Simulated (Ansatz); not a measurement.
# C12Cl: the cost of one run

Program: Ansatz 0.2.0. Level of theory: DFT PBE, scalar-relativistic, plane waves, PAW. These are calculated values, not measurements.

9 further runs of the same task are left out: 1 that didn't finish, 8 set aside as unsound or not needed.

## 1. The starting structure

The structure is hexagonal, space group P6/mmm (No. 191). Conventional cell: a = 2.456 Å, b = 2.456 Å, c = 8.524 Å, α = 90.00°, β = 90.00°, γ = 120.00°. C (site symmetry -6m2) is surrounded by 3 C at 1.42 Å.

Structure file:

```xyz
2
Lattice="2.4562 0.0000 0.0000 -1.2281 2.1271 0.0000 0.0000 0.0000 8.5238" Properties=species:S:1:pos:R:3 pbc="T T T"
C     0.0000    1.4181    0.0000
C     1.2281    0.7090    0.0000
```

Source of the structure: the Materials Project (structure only).

## 7. Plan of the scan

Atoms count from 1 in the order of the input.

Cl is moved over the surface cell; relaxed at each place: the height of the adsorbate's atoms; substrate rigid; the origin of the map has the adsorbate above C11.

First coordinate, position of Cl13 along the first surface vector, from above C11: 4 values from 0.00 to 0.75, periodic. Second coordinate, position of Cl13 along the second surface vector, from above C11: 4 values from 0.00 to 0.75, periodic.

Relaxed at each point: the height of the adsorbate's atoms; substrate rigid. Points are written as (first, second).

The two vectors of the plane (Å): (2.466, 0.000, 0.000); (-1.233, 8.786, 0.000).

(The set-up runs are not shown.)

## 8. The run at (0/4, 0/4) of the map's two axes

File input.yaml:

```yaml
crystal:
  lattice:
    - [4.9326910633, 0.0, 0.0]
    - [-1.2331727658, 8.7858796703, 0.0]
    - [0.0, 0.0, 20.2907133952]
  atoms:
    - { symbol: C, position: [0.0197005045, 0.078802018, 0.1971345178] }
    - { symbol: C, position: [0.5197005045, 0.078802018, 0.1971345178] }
    - { symbol: C, position: [0.2746256306, 0.0985025225, 0.2311704277] }
    - { symbol: C, position: [0.7746256306, 0.0985025225, 0.2311704277] }
    - { symbol: C, position: [0.2844758829, 0.1379035315, 0.2992422476] }
    - { symbol: C, position: [0.7844758829, 0.1379035315, 0.2992422476] }
    - { symbol: C, position: [0.0392967093, 0.1571967631, 0.3324023589] }
    - { symbol: C, position: [0.5392967093, 0.1571967631, 0.3324023589] }
    - { symbol: C, position: [0.0496769919, 0.1987214214, 0.4035397249] }
    - { symbol: C, position: [0.5496769919, 0.1987214214, 0.4035397249] }
    - { symbol: C, position: [0.3040736747, 0.2163109839, 0.4332382615] }
    - { symbol: C, position: [0.8040736747, 0.2163109839, 0.4332382615] }
    - { symbol: Cl, position: [0.3040736747, 0.2163109839, 0.5209631219] }
basis:
  ecutwfc: 420
kpoints:
  mp_grid: { grid: [6, 3, 1] }
hamiltonian:
  xc: pbe
  pseudopotentials: { kind: paw, azcp: { folder: soft_1 } }
scf:
  occupations: { method: gaussian, width: 0.1 }
output:
  forces: true
  eigenvalues: true
relax:
  adjacent_minimum: "off"
  f_tol: 0.025
  max_steps: 16
  constraints:
    - { sites: [0, 1, 2, 3, 4, 5, 6, 7, 8, 9, 10, 11] }
    - { sites: [12], fix: xy }
efield:
  axis: 3
  dipole_correction: true
  ramp_width: 0.04
```

Launch:

```bash
> ansatz run input.yaml --threads 4 --pin off --max-ram 12288MiB --backend cpu --events-out ev --progress --plain --runs-dir out
```

**Question.** How long does this run take on 4 threads of Intel Xeon Platinum 8488C (Sapphire Rapids), shared host, and how much memory does it need?

About 27 s, with a peak of 1.3 GiB.
